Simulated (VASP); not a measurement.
# Tl (P6_3/mmc) in VASP: single point with LDA

Aim: the single point of Tl with LDA.

Everything below comes from runs of VASP 6.6.1. Logs are shortened: lines on timing, memory, paths and dates and some standing lists are left out, and cuts for length are marked.

### Step 1. Starting point

It takes space group P6_3/mmc (No. 194, hexagonal). Conventional cell: a = 3.456 Å, b = 3.456 Å, c = 5.525 Å, α = 90.00°, β = 90.00°, γ = 120.00°. Tl (site symmetry -6m2) is surrounded by 12 Tl at 3.41 to 3.46 Å.

### Step 2. Single point, LDA

Input file run.py:

```python
from ase.calculators.vasp import Vasp
from ase.dft.bandgap import bandgap
from ase.spacegroup import crystal

atoms = crystal(
    ['Tl'],
    basis=[[0.6666666667, 0.3333333333, 0.75]],
    spacegroup=194,
    setting=1,
    cellpar=[3.456, 3.456, 5.525, 90.0, 90.0, 120.0],
    primitive_cell=True,
)
calc = Vasp(
    directory='calc',
    xc='lda',
    pp='LDA',
    setups='recommended',
    pp_version='54',
    prec='Accurate',
    encut=520,
    ediff=1e-06,
    ismear=0,
    sigma=0.1,
    lreal=False,
    lasph=True,
    nelm=60,
    algo='Normal',
    isif=2,
    lwave=False,
    lcharg=False,
    kpts=[9, 9, 5],
    gamma=True,
    nbands=20,
)
atoms.calc = calc

print('energy (eV):', atoms.get_potential_energy())
print('free energy (eV):', atoms.get_potential_energy(force_consistent=True))
print('forces (eV/A):')
print(atoms.get_forces())
print('stress (eV/A^3, Voigt):', atoms.get_stress())
print('Fermi level (eV):', calc.get_fermi_level())
gap, top, bottom = bandgap(calc)
print('band gap (eV):', gap, 'from (spin, k, band)', top, 'to', bottom)
```

Potentials or basis: VASP PAW LDA potentials, release 54 (Tl_d).

Started as:

```sh
> python run.py
```

The log of the run:

```text
energy (eV): -5.82974337
free energy (eV): -5.83478768
forces (eV/A):
[[ 0. -0.  0.]
 [-0.  0.  0.]]
stress (eV/A^3, Voigt): [ 0.01164578  0.01164578  0.00461001 -0.         -0.          0.        ]
Fermi level (eV): 6.2579006
band gap (eV): 0.0 from (spin, k, band) (None, None, None) to (None, None, None)
```

OUTCAR:

```text
ENCUT = 520.000000
   EDIFF = 1.00e-06
   PREC = Accurate
   ISIF = 2
   ISMEAR = 0
   NELM = 60
   LASPH = .TRUE.
   LREAL = .FALSE.

 ion  position               nearest neighbor table
   1  0.667  0.333  0.750-   2 3.41   2 3.41   2 3.41   2 3.41   2 3.41   2 3.41
   2  0.333  0.667  0.250-   1 3.41   1 3.41   1 3.41   1 3.41   1 3.41   1 3.41

  LATTYP: Found a hexagonal cell.
 ALAT       =     3.4560000000
 C/A-ratio  =     1.5986689815

  Lattice vectors:

 A1 = (   3.4560000000,   0.0000000000,   0.0000000000)
 A2 = (  -1.7280000000,   2.9929837955,   0.0000000000)
 A3 = (   0.0000000000,   0.0000000000,   5.5250000000)

Analysis of symmetry for initial positions (statically):
=====================================================================
 Subroutine PRICEL returns:
 Original cell was already a primitive cell.

 Routine SETGRP: Setting up the symmetry group for a
 hexagonal supercell.

 Subroutine GETGRP returns: Found 24 space group operations
 (whereof 12 operations were pure point group operations)
 out of a pool of 24 trial point group operations.

The static configuration has the point symmetry D_3d.
 The point group associated with its full space group is D_6h.

Analysis of symmetry for dynamics (positions and initial velocities):
=====================================================================
 Subroutine PRICEL returns:
 Original cell was already a primitive cell.

 Routine SETGRP: Setting up the symmetry group for a
 hexagonal supercell.

 Subroutine GETGRP returns: Found 24 space group operations
[... 121 lines left out ...]
   IALGO  =     38    algorithm
   IMIX   =      4    mixing-type and parameters
     AMIX     =   0.40;   BMIX     =  1.00
     AMIX_MAG =   1.60;   BMIX_MAG =  1.00
  volume/ion in A,a.u.               =      28.57       192.83
  Fermi-wavevector in a.u.,A,eV,Ry     =   1.259107  2.379366 21.569987  1.585349
  Thomas-Fermi vector in A             =   2.392683
   LORBIT       =      0    0 simple, 1 ext, 2 COOP (PROOUT), +10 PAW based schemes
   GGA     = CA    functional components
   LHFCALC =     F    Hartree Fock is set to
   AEXX    =    0.0000 exact exchange contribution
   IVDW    =     0    specifies the selected vdW correction
   LEPSILON=     F    determine dielectric tensor
   LRPA    =     F    only Hartree local field effects (RPA)
 non-spin polarized calculation
 Gauss-broadening in eV      SIGMA  =   0.10
  energy-cutoff  :      520.00
  volume of cell :       57.15
 maximum number of plane-waves:      1558
 NGX is ok and might be reduce to    28
   NGX = 13   NGY = 13   NGZ = 21

 number of electron      26.0000004 magnetization

 Free energy of the ion-electron system (eV)
  ---------------------------------------------------
  ext. energy  EPLUGINS =         0.00000000
  ---------------------------------------------------
  free energy    TOTEN  =        -5.83478768 eV

  energy without entropy =       -5.82469905  energy(sigma->0) =       -5.82974337

 E-fermi :   6.2579     XC(G=0): -10.5073

 val. band max:        6.2415809790   @ k =   0.2222   0.2222   0.4000
 cond. band min:       6.2917665573   @ k =   0.2222   0.1111   0.2000
 fundamental gap:      0.0501855783
 Fermi energy:         6.2579005993

 k-point     1 :       0.0000    0.0000    0.0000
  band No.  band energies     occupation
      1      -5.4630      2.00000
      2      -5.2278      2.00000
      3      -5.2094      2.00000
      4      -5.2094      2.00000
      5      -5.1552      2.00000
      6      -5.1552      2.00000
[... 541 lines left out ...]
     19      13.9173      0.00000
     20      21.2947      0.00000

 [... further k-points ...]
[... 5 lines left out ...]
  --------------------------------------------------------------------------------------
  -------------------------------------------------------------------------------------
  Total       -0.6655469     -0.6655469     -0.2634586      0.0000000      0.0000000      0.0000000
  in kB      -18.6585916    -18.6585916     -7.3860566      0.0000000      0.0000000      0.0000000
  external PRESSURE =     -14.9010799 kB  Pullay stress =       0.0000000 kB

 VOLUME and BASIS-vectors are now :
 -----------------------------------------------------------------------------
  energy-cutoff  :      520.00
  volume of cell :       57.15
      direct lattice vectors                 reciprocal lattice vectors
     3.456000000  0.000000000  0.000000000     0.289351852  0.167057370  0.000000000
    -1.728000000  2.992983795  0.000000000     0.000000000  0.334114739  0.000000000
     0.000000000  0.000000000  5.525000000     0.000000000  0.000000000  0.180995475

 POSITION                                       TOTAL-FORCE (eV/Angst)
 -----------------------------------------------------------------------------------
      1.72800      0.99766      4.14375         0.000000     -0.000000      0.000000
     -0.00000      1.99532      1.38125        -0.000000      0.000000      0.000000
 -----------------------------------------------------------------------------------
    total drift:                               -0.000000      0.000000     -0.000000

  FREE ENERGIE OF THE ION-ELECTRON SYSTEM (eV)
  ---------------------------------------------------
  free  energy   TOTEN  =        -5.8347876791 eV

  energy  without entropy=       -5.8246990546  energy(sigma->0) =       -5.82974337
```

INCAR:

```text
ENCUT = 520.000000
SIGMA = 0.100000
EDIFF = 1.00e-06
ALGO = Normal
PREC = Accurate
ISIF = 2
ISMEAR = 0
NBANDS = 20
NELM = 60
LASPH = .TRUE.
LCHARG = .FALSE.
LWAVE = .FALSE.
LREAL = .FALSE.
```

Wall time 31 s (1 thread of Intel Xeon Platinum 8259CL at 2.50GHz (Skylake/Cascade Lake), shared host); peak memory 0.16 GiB.

What came out:

- Free energy: -5.8348 eV
- Pressure: -1.5 GPa
- Band gap on the k mesh: none (metal or under the smearing width)

Stress tensor (GPa, compression positive):
```
-1.87  0.00  0.00
 0.00 -1.87  0.00
 0.00  0.00 -0.74
```

The run has no spin-orbit coupling, so splittings on Tl are missing.
